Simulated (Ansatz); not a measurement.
# CoO: the cost of one run

Program: Ansatz 0.2.0. Level of theory: DFT PBE, scalar-relativistic, plane waves, PAW. These are calculated values, not measurements.

3 further runs of the same task are left out: 2 that didn't finish, 1 set aside as unsound or not needed.

### 1 Starting point

It takes space group Fm-3m (No. 225, cubic). The conventional cell has a = 4.248 Å, b = 4.248 Å, c = 4.248 Å, α = 90.00°, β = 90.00°, γ = 90.00°. Co (site symmetry m-3m) is surrounded by 6 O at 2.12 Å. Around O (site symmetry m-3m) lie 6 Co at 2.12 Å.

Coordinates:

```cif
data_structure
_symmetry_space_group_name_H-M 'P 1'
_symmetry_Int_Tables_number 1
_cell_length_a 3.0040
_cell_length_b 3.0040
_cell_length_c 3.0040
_cell_angle_alpha 60.000
_cell_angle_beta 60.000
_cell_angle_gamma 60.000
_cell_volume 19.17
loop_
_atom_site_label
_atom_site_type_symbol
_atom_site_fract_x
_atom_site_fract_y
_atom_site_fract_z
_atom_site_occupancy
Co1 Co 0.00000 0.00000 0.00000 1
O1 O 0.50000 0.50000 0.50000 1
```

This cell was relaxed beforehand with the same method: volume 9.58 Å³/atom, gap on the mesh none (metal), site moments up to 2.5 μB.

### 2 The linear chain

A free-standing chain of the crystal's atoms, periodic along c. Atoms and period relax; energies count from the bulk, -2846.0496 eV an atom.

The cell holds 1 Co, 1 O: a = 9.000 Å, b = 9.300 Å, c = 3.823 Å, α = 90.00°, β = 90.00°, γ = 90.00°.

### 3 Relaxing it

Pressure and volume refer to the whole cell with its vacuum; only the period along c may change.

The input, input.yaml:

```yaml
crystal:
  lattice:
    - [9.0, 0.0, 0.0]
    - [0.0, 9.3, 0.0]
    - [0.0, 0.0, 3.8234818045]
  atoms:
    - { symbol: Co, position: [0.5, 0.5, 0.0], spin: 2.74 }
    - { symbol: O, position: [0.5, 0.5, 0.5], spin: 0.5 }
basis:
  ecutwfc: 420
kpoints:
  mp_grid: { grid: [1, 1, 17] }
hamiltonian:
  xc: pbe
scf:
  occupations: { method: gaussian, width: 0.05 }
output:
  forces: true
  stress: true
  eigenvalues: true
  populations: true
  write_density: true
  write_potential: true
  elf: true
  volumetric_format: npy
magnetization:
  spin_polarized: true
relax:
  adjacent_minimum: "off"
  f_tol: 0.01
  max_steps: 45
  cell: { fix: [a, b, alpha, beta, gamma], stress_tol: 0.03 }
```

The run is started by

```sh
ansatz run input.yaml --threads 2 --pin off --max-ram 5120MiB --backend cpu --events-out ev --progress --plain --runs-dir out
```

What time and memory should one allow on 2 threads of Intel Xeon at 2.70GHz, shared host?

About 42 s, with a peak of 0.59 GiB.
